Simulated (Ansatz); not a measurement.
# C3H6O: the cost of one run

Computed with Ansatz 0.2.0 (the levels named in each step, unless a step's input says otherwise).

### 1 Starting point

Bond lengths: C1–C2 1.526 Å, C2–C3 1.500 Å, C3–O4 1.198 Å, C1–H5 1.088 Å, C1–H6 1.087 Å, C1–H7 1.087 Å, C2–H8 1.091 Å, C2–H9 1.095 Å, C3–H10 1.109 Å. Angles (14 of 15 angles, heavy atoms first): C1–C2–C3 111.9°, C2–C3–O4 125.7°, C1–C2–H8 111.3°, C1–C2–H9 109.4°, C3–C2–H8 109.4°, C3–C2–H9 106.5°, C2–C1–H5 110.6°, C2–C1–H6 110.5°, C2–C1–H7 110.3°, C2–C3–H10 113.3°, O4–C3–H10 121.0°, H8–C2–H9 108.1°, H5–C1–H6 108.5°, H5–C1–H7 108.5°.

Coordinates:

```xyz
10

C    -1.8229    0.2271   -0.0834
C    -0.5457   -0.6074   -0.0845
C     0.6805    0.2448   -0.2297
O     1.7003    0.1113    0.3843
H    -1.8774    0.8459   -0.9764
H    -1.8531    0.8766    0.7882
H    -2.6957   -0.4202   -0.0591
H    -0.4649   -1.2085    0.8225
H    -0.5561   -1.2862   -0.9434
H     0.5737    1.0417   -0.9942
```

### 2 A rough first relaxation, PBE-D4/def2-SVP

This run stands in another session on the same molecule. It ended at:

```xyz
10

C    -1.8370    0.2257   -0.0778
C    -0.5470   -0.6021   -0.0824
C     0.7007    0.2422   -0.2312
O     1.7206    0.1103    0.4131
H    -1.9114    0.8643   -0.9827
H    -1.8864    0.8919    0.8073
H    -2.7304   -0.4282   -0.0573
H    -0.4354   -1.2283    0.8260
H    -0.5542   -1.2955   -0.9563
H     0.6194    1.0447   -1.0345
```

### 3 Relaxation, r2SCAN-D4/def2-TZVPP

input.yaml reads:

```yaml
crystal:
  periodic: [false, false, false]
  atoms:
    - { symbol: C, position_ang: [-1.83697259, 0.22573127, -0.07782694] }
    - { symbol: C, position_ang: [-0.54702015, -0.60210331, -0.08241226] }
    - { symbol: C, position_ang: [0.70073037, 0.24217975, -0.23117491] }
    - { symbol: O, position_ang: [1.72057056, 0.11027637, 0.41314845] }
    - { symbol: H, position_ang: [-1.91142128, 0.86429145, -0.98266951] }
    - { symbol: H, position_ang: [-1.88642656, 0.89193368, 0.80725372] }
    - { symbol: H, position_ang: [-2.73041471, -0.42823696, -0.05730378] }
    - { symbol: H, position_ang: [-0.43541094, -1.22827635, 0.82604595] }
    - { symbol: H, position_ang: [-0.55421855, -1.29545083, -0.95634083] }
    - { symbol: H, position_ang: [0.61937385, 1.04474494, -1.03447989] }
basis:
  gaussian: { orbitals: def2-TZVPP }
hamiltonian:
  xc: r2scan
  dispersion: d4
relax:
  f_tol: 0.002
  max_steps: 150
```

Command:

```sh
> ansatz run input.yaml --threads 4 --pin off --max-ram 10240MiB --backend cpu --events-out ev --progress --plain --runs-dir out
```

Q: Estimate wall time and peak memory on 4 threads of Intel Xeon 6975P-C (Granite Rapids), shared host.

About 16 s, with a peak of 0.44 GiB.
